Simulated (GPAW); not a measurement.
# MgO (Fm-3m) in GPAW: a series of runs

Aim: see how the results for MgO move with the level of theory and the settings. Levels: BP86+D3, PBEsol+D4. Tasks: equation of state.

Everything below comes from runs of GPAW 26.7.0. Logs are shortened: lines on timing, memory, paths and dates and some standing lists are left out, and cuts for length are marked. The log counts tension as positive stress, the text compression.

## 1. The crystal as given

It takes space group Fm-3m (No. 225, cubic). Conventional cell: a = 4.194 Å, b = 4.194 Å, c = 4.194 Å, α = 90.00°, β = 90.00°, γ = 90.00°. Around Mg (site symmetry m-3m) lie 6 O at 2.10 Å. O (site symmetry m-3m) has 6 Mg at 2.10 Å as nearest neighbours.

The cell is a database's computed one.

## 2. Equation of state, BP86+D3

run.py

```python
from ase.calculators.mixing import SumCalculator
from ase.eos import EquationOfState
from ase.io import Trajectory, read
from ase.units import GPa
from dftd3.ase import DFTD3
from gpaw import GPAW, PW, setup_paths

setup_paths.insert(0, '.')

atoms = read('MgO.cif')

traj = Trajectory('eos.traj', 'w')
volumes, energies = [], []
for x in [0.94, 0.96, 0.98, 1.0, 1.02, 1.04, 1.06]:
    a = atoms.copy()
    a.set_cell(atoms.cell * x**(1 / 3), scale_atoms=True)
    calc = GPAW(mode=PW(800),
                xc='GGA_X_B88+GGA_C_P86',
                kpts={'size': (9, 9, 9), 'gamma': True},
                occupations={'name': 'fermi-dirac', 'width': 0.05},
                nbands=16,
                convergence={'density': 1e-05, 'energy': 1e-05},
                maxiter=150,
                txt=f'eos-{x:.2f}.txt')
    a.calc = SumCalculator([calc, DFTD3(method='bp', damping='d3zero')])
    energies.append(a.get_potential_energy())
    volumes.append(a.get_volume())
    p = -a.get_stress()[:3].mean() / GPa
    calc.write(f'eos-{x:.2f}.gpw')
    traj.write(a)
    print(f'{x:.2f} {volumes[-1]:10.4f} A^3 {energies[-1]:14.6f} eV {p:9.3f} GPa', flush=True)

v0, e0, B = EquationOfState(volumes, energies, eos='birchmurnaghan').fit()
print(f'V0 = {v0:.4f} A^3, E0 = {e0:.6f} eV, B0 = {B / GPa:.2f} GPa')
```

MgO.cif

```cif
data_MgO
_cell_length_a 2.96560781
_cell_length_b 2.96560781
_cell_length_c 2.96560781
_cell_angle_alpha 60.00000000
_cell_angle_beta 60.00000000
_cell_angle_gamma 60.00000000
_space_group_name_H-M_alt 'P1'
_space_group_name_Hall 'P 1'
_space_group_IT_number 1
loop_
_space_group_symop_operation_xyz
'x,y,z'
loop_
_atom_site_label
_atom_site_type_symbol
_atom_site_symmetry_multiplicity
_atom_site_Wyckoff_symbol
_atom_site_fract_x
_atom_site_fract_y
_atom_site_fract_z
_atom_site_occupancy
Mg1 Mg 1 a 0.0000000000 0.0000000000 0.0000000000 1
O1 O 1 a 0.5000000000 0.5000000000 0.5000000000 1
```

Potentials or basis: PAW data sets generated in the run's folder for this functional, pw.

The run is started by

```
$ gpaw-setup -f GGA_X_B88+GGA_C_P86 Mg O
$ OMP_NUM_THREADS=1 python run.py
```

What it wrote:

```text
__  _  _
 | _ |_)|_||  |
 |__||  | ||/\| - 26.7.0

Input parameters:
  mode=PW(ecut=800.0),
  convergence={'density': 1e-05, 'energy': 1e-05},
  kpts=MonkhorstPack(size=(9, 9, 9), gamma=True),
  maxiter=150,
  nbands=16,
  occupations=Occupations(name='fermi-dirac', width=0.05),
  xc=XC(name='GGA_X_B88+GGA_C_P86')

Diagonalizing LCAO Hamiltonian
Converting LCAO to pw mode

               O

       Mg

Atoms  # Å, Bohr magnetons
|   | symbol |        x |        y |        z |    initial magnetic moments |
|---|--------|----------|----------|----------|-----------------------------|
| 0 |     Mg | 0.000000 | 0.000000 | 0.000000 | ( 0.0000,  0.0000,  0.0000) |
| 1 |      O | 2.905068 | 1.677242 | 1.185989 | ( 0.0000,  0.0000,  0.0000) |

Unit cell  # Å
| periodic |        x |        y |        z |  lengths |    angles |
|----------|----------|----------|----------|----------|-----------|
|      yes | 2.905068 | 0.000000 | 0.000000 | 2.905068 | 60.000000 |
|      yes | 1.452534 | 2.515863 | 0.000000 | 2.905068 | 60.000000 |
|      yes | 1.452534 | 0.838621 | 2.371978 | 2.905068 | 60.000000 |

Number of symmetries: 48
Symmetry operations  # r_c * U_cc + t_c -> r_c
|    | kind |            matrix            |
|----|------|------------------------------|
|  0 |  σ   |  1, 0, 0,  1, 0,-1,  1,-1, 0 |
|  1 |  C2  |  1, 0, 0,  1,-1, 0,  1, 0,-1 |
|  2 |  E   |  1, 0, 0,  0, 1, 0,  0, 0, 1 |
|  3 |  σ   |  1, 0, 0,  0, 0, 1,  0, 1, 0 |
|  4 |  C4  |  1, 0,-1,  1, 0, 0,  1,-1, 0 |
|  5 |  S6  |  1, 0,-1,  1,-1, 0,  1, 0, 0 |
|  6 |  σ   |  1, 0,-1,  0, 1,-1,  0, 0,-1 |
|  7 |  C3  |  1, 0,-1,  0, 0,-1,  0, 1,-1 |
|  8 |  S6  |  1,-1, 0,  1, 0, 0,  1, 0,-1 |
|  9 |  C4  |  1,-1, 0,  1, 0,-1,  1, 0, 0 |
| 10 |  C3  |  1,-1, 0,  0,-1, 1,  0,-1, 0 |
| 11 |  σ   |  1,-1, 0,  0,-1, 0,  0,-1, 1 |
| 12 |  σ   |  0, 1, 0,  1, 0, 0,  0, 0, 1 |
| 13 |  C4  |  0, 1, 0,  0, 1,-1, -1, 1, 0 |
| 14 |  C3  |  0, 1, 0,  0, 0, 1,  1, 0, 0 |
| 15 |  S6  |  0, 1, 0, -1, 1, 0,  0, 1,-1 |
| 16 |  C2  |  0, 1,-1,  1, 0,-1,  0, 0,-1 |
| 17 |  σ   |  0, 1,-1,  0, 1, 0, -1, 1, 0 |
| 18 |  S4  |  0, 1,-1,  0, 0,-1,  1, 0,-1 |
| 19 |  C4  |  0, 1,-1, -1, 1, 0,  0, 1, 0 |
| 20 |  C3  |  0, 0, 1,  1, 0, 0,  0, 1, 0 |
| 21 |  σ   |  0, 0, 1,  0, 1, 0,  1, 0, 0 |
| 22 |  S6  |  0, 0, 1,  0,-1, 1, -1, 0, 1 |
| 23 |  C4  |  0, 0, 1, -1, 0, 1,  0,-1, 1 |
| 24 |  S4  |  0, 0,-1,  1, 0,-1,  0, 1,-1 |
| 25 |  C3  |  0, 0,-1,  0, 1,-1,  1, 0,-1 |
| 26 |  C2  |  0, 0,-1,  0,-1, 0, -1, 0, 0 |
| 27 |  S6  |  0, 0,-1, -1, 0, 0,  0,-1, 0 |
| 28 |  S4  |  0,-1, 1,  1,-1, 0,  0,-1, 0 |
| 29 |  C4  |  0,-1, 1,  0, 0, 1, -1, 0, 1 |
| 30 |  C2  |  0,-1, 1,  0,-1, 0,  1,-1, 0 |
| 31 |  σ   |  0,-1, 1, -1, 0, 1,  0, 0, 1 |
| 32 |  C3  |  0,-1, 0,  1,-1, 0,  0,-1, 1 |
| 33 |  S6  |  0,-1, 0,  0, 0,-1, -1, 0, 0 |
| 34 |  S4  |  0,-1, 0,  0,-1, 1,  1,-1, 0 |
| 35 |  C2  |  0,-1, 0, -1, 0, 0,  0, 0,-1 |
| 36 |  C2  | -1, 1, 0,  0, 1, 0,  0, 1,-1 |
| 37 |  S6  | -1, 1, 0,  0, 1,-1,  0, 1, 0 |
| 38 |  S4  | -1, 1, 0, -1, 0, 1, -1, 0, 0 |
| 39 |  C3  | -1, 1, 0, -1, 0, 0, -1, 0, 1 |
| 40 |  S6  | -1, 0, 1,  0, 0, 1,  0,-1, 1 |
| 41 |  C2  | -1, 0, 1,  0,-1, 1,  0, 0, 1 |
| 42 |  C3  | -1, 0, 1, -1, 1, 0, -1, 0, 0 |
| 43 |  S4  | -1, 0, 1, -1, 0, 0, -1, 1, 0 |
| 44 |  C2  | -1, 0, 0,  0, 0,-1,  0,-1, 0 |
| 45 |  i   | -1, 0, 0,  0,-1, 0,  0, 0,-1 |
| 46 |  σ   | -1, 0, 0, -1, 1, 0, -1, 0, 1 |
| 47 |  C2  | -1, 0, 0, -1, 0, 1, -1, 1, 0 |

BZ-sampling:
  Number of BZ points: 729
  Number of IBZ points: 35

  Monkhorst-Pack size: [9, 9, 9]
  Monkhorst-Pack shift: [0, 0, 0]

K-points  # in reciprocal-cell coordinates
|     |                                coordinates |     weight |
|-----|--------------------------------------------|------------|
|   0 | (  0.00000000,   0.00000000,   0.00000000) | 0.00137174 |
|   1 | (  0.11111111,   0.11111111,   0.00000000) | 0.00823045 |
|   2 | (  0.11111111,   0.11111111,   0.11111111) | 0.01097394 |
|   3 | (  0.22222222,   0.11111111,   0.11111111) | 0.01646091 |
|   4 | (  0.22222222,   0.22222222,   0.00000000) | 0.00823045 |
|   5 | (  0.22222222,   0.22222222,   0.11111111) | 0.03292181 |
|   6 | (  0.22222222,   0.22222222,   0.22222222) | 0.01097394 |
|   7 | (  0.33333333,   0.22222222,   0.11111111) | 0.03292181 |
|   8 | (  0.33333333,   0.22222222,   0.22222222) | 0.03292181 |
|   9 | (  0.33333333,   0.33333333,  -0.33333333) | 0.01646091 |
| ... |                                            |            |
|  34 | (  0.44444444,   0.44444444,   0.44444444) | 0.01097394 |

Plane wave coefficients: 907
Cutoff: 800.0 eV

Spin-components: 1 (collinear spins)
Bands:           16
Projectors:      10
Spin-degeneracy: 2
Datatype:        complex128

Parallelization:
  kpt:    1
  domain: 1
  band:   1

Density:
  Valence electrons: 16.0
  Components: 1
  Grid points: [20 20 20]
  Charge: 0.0  # |e|

Potential:
  Grid points: [20 20 20]

species:
  Mg:
    name:    Magnesium
    Z:       12.0
    valence: 10
    core:    2
    charge:  0.0  # [|e|]
    compensation charges:
      type: gauss
      rc: 0.33  # [Å]
      lmax: 2
    cutoffs:
      filter: 1.86  # [Å]
      core: 0.54  # [Å]
    projectors
    | kind |    occ | energy [eV] | rcut [Å] |
    |------|--------|-------------|----------|
    |   2s |  2.000 |     -79.967 |    1.090 |
    |   3s |  2.000 |      -4.817 |    1.090 |
    |   2p |  6.000 |     -46.744 |    1.085 |
    |   3p |  0.000 |      -1.409 |    1.085 |
    |    d |        |       0.000 |    1.037 |

    Using partial waves for Mg as LCAO basis

  O:
    name:    Oxygen
    Z:       8.0
    valence: 6
    core:    2
    charge:  0.0  # [|e|]
    compensation charges:
      type: gauss
      rc: 0.21  # [Å]
      lmax: 2
    cutoffs:
      filter: 1.17  # [Å]
      core: 0.83  # [Å]
    projectors
    | kind |    occ | energy [eV] | rcut [Å] |
    |------|--------|-------------|----------|
    |   2s |  2.000 |     -24.056 |    0.688 |
    |   2p |  4.000 |      -9.125 |    0.598 |
    |    s |        |       3.155 |    0.688 |
    |    p |        |      18.087 |    0.598 |
    |    d |        |       0.000 |    0.619 |

    Using partial waves for O as LCAO basis

Reference energy: -7496.411444  # eV

eigensolver:
  PPCG
  Converge bands: occupied
  niter=2

density mixing:
  MSR1-Mixer
  Pratt-step length: 0.05
  Maximum mixing coefficient: 0.75
  Old densities: 10
  SVD Regularization: 0.005
  Good broyden scale: 1.0
  Trust region scale: 1.0
  Backstep threshold: 4.0
  History deletion threshold: 6.0
  Fourier metric: weight=20.0, sigma=0.015

occupation numbers:
  Fermi-Dirac:
    width: 0.0500  # eV

poisson solver:
  ecut: 6400.0  # eV

xc functional:
  name: GGA_X_B88+GGA_C_P86 with 2 nearest neighbor stencil

convergence criteria:
[... 6 lines left out ...]
|iter     | |      energy | eigst |  dens |
|---------|-|-------------|-------|-------|
|iter:   1| |  -13.396338 | +0.12 |       |
|iter:   2| |  -13.025865 | -2.44 | -0.98 |
|iter:   3| |  -11.970733 | -1.38 | -1.03 |
|iter:   4| |  -11.974303 | -3.49 | -1.60 |
|iter:   5| |  -11.977757 | -3.46 | -1.87 |
|iter:   6| |  -11.977793 | -5.60 | -3.08 |
|iter:   7| |  -11.977804c| -6.43 | -3.46 |
|iter:   8| |  -11.977804c| -8.51c| -4.62 |
|iter:   9| |  -11.977804c| -8.55c| -5.32c|

Converged in 9 steps
Energy contributions relative to reference atoms: (reference = -7496.411444)

Energy contributions:
  Kinetic:          17.666240
  Coulomb:         -14.506476
  Zero:              0.133043
  External:          0.000000
  Xc:              -15.270612
  Entropy:          -0.000000
  Spinorbit:         0.000000
  ----------------------------
  Free energy:     -11.977804
  Extrapolated:    -11.977804

dipole moment: (-8.320883, -4.804064, -3.396986)  # |e|*Ang

Fermi level: 6.471
Eigenvalues  # (at kpt = [0.000, 0.000, 0.000])
| band index |      eig [eV] | occ [0-2] |
|------------|---------------|-----------|
|          0 |       -66.701 |     2.000 |
|          1 |       -33.446 |     2.000 |
|          2 |       -33.446 |     2.000 |
|          3 |       -33.446 |     2.000 |
|          4 |       -12.113 |     2.000 |
|          5 |         5.497 |     2.000 |
[... 8 lines left out ...]
|         14 |        27.727 |     0.000 |
|         15 |        31.617 |     0.000 |

Gap: 5.595 eV
Transition (v -> c):
  (s=0, k=0, n=7, [0.00, 0.00, 0.00]) -> (s=0, k=0, n=8, [0.00, 0.00, 0.00])
No difference between direct/indirect transitions

Stress tensor  # eV/Ang^3
|         x |         y |         z |
|-----------|-----------|-----------|
| -0.123495 |  0.000000 |  0.000000 |
|  0.000000 | -0.123495 |  0.000000 |
|  0.000000 |  0.000000 | -0.123495 |

# Writing to eos-0.94.gpw (mode='')
```

Wall time 44 s (1 thread of Intel Xeon Platinum 8488C (Sapphire Rapids), shared host); peak memory 0.2 GiB.

Results:

- Equilibrium volume: 9.17 Å³/atom
- Bulk modulus: 164 GPa
- Pressure derivative of the bulk modulus: 4.4

Energy against volume, from the lowest point:
```
volume (Å³/atom)  energy (meV/atom)
           8.668              15.10
           8.853               5.66
           9.037               0.76
           9.221               0.00
           9.406               2.91
           9.590               9.08
           9.775              18.22
```

## 3. Equation of state, PBEsol+D4

Changes to run.py since step 2:

```diff
@@ -4,3 +4,3 @@
 from ase.units import GPa
-from dftd3.ase import DFTD3
+from dftd4.ase import DFTD4
 from gpaw import GPAW, PW, setup_paths
@@ -9,3 +9,3 @@
 
-atoms = read('MgO.cif')
+atoms = read('POSCAR')
 
@@ -17,3 +17,3 @@
     calc = GPAW(mode=PW(800),
-                xc='GGA_X_B88+GGA_C_P86',
+                xc='PBEsol',
                 kpts={'size': (9, 9, 9), 'gamma': True},
@@ -24,3 +24,3 @@
                 txt=f'eos-{x:.2f}.txt')
-    a.calc = SumCalculator([calc, DFTD3(method='bp', damping='d3zero')])
+    a.calc = SumCalculator([calc, DFTD4(method='pbesol')])
     energies.append(a.get_potential_energy())
```

POSCAR

```
MgO
1.0
    0.0000000000      2.0970013927      2.0970013927
    2.0970013927      0.0000000000      2.0970013927
    2.0970013927      2.0970013927      0.0000000000
Mg O
1 1
Direct
    0.0000000000      0.0000000000      0.0000000000
    0.5000000000      0.5000000000      0.5000000000
```

Potentials or basis: PAW data sets generated in the run's folder for this functional, pw.

The run is started by

```
$ gpaw-setup -f PBEsol Mg O
$ OMP_NUM_THREADS=1 python run.py
```

Wall time 56 s (1 thread of Intel Xeon Platinum 8488C (Sapphire Rapids), shared host); peak memory 0.19 GiB.

Results (log left out):

```yaml
Equilibrium_volume: 9.30 Å³/atom
Bulk_modulus: 161 GPa
Pressure_derivative_of_the_bulk_modulus: 4.4
```

Energy against volume, from the lowest point:
```tsv
volume (Å³/atom)	energy (meV/atom)
8.668	24.47
8.853	11.66
9.037	3.68
9.221	0.00
9.406	0.16
9.590	3.80
9.775	10.58
```
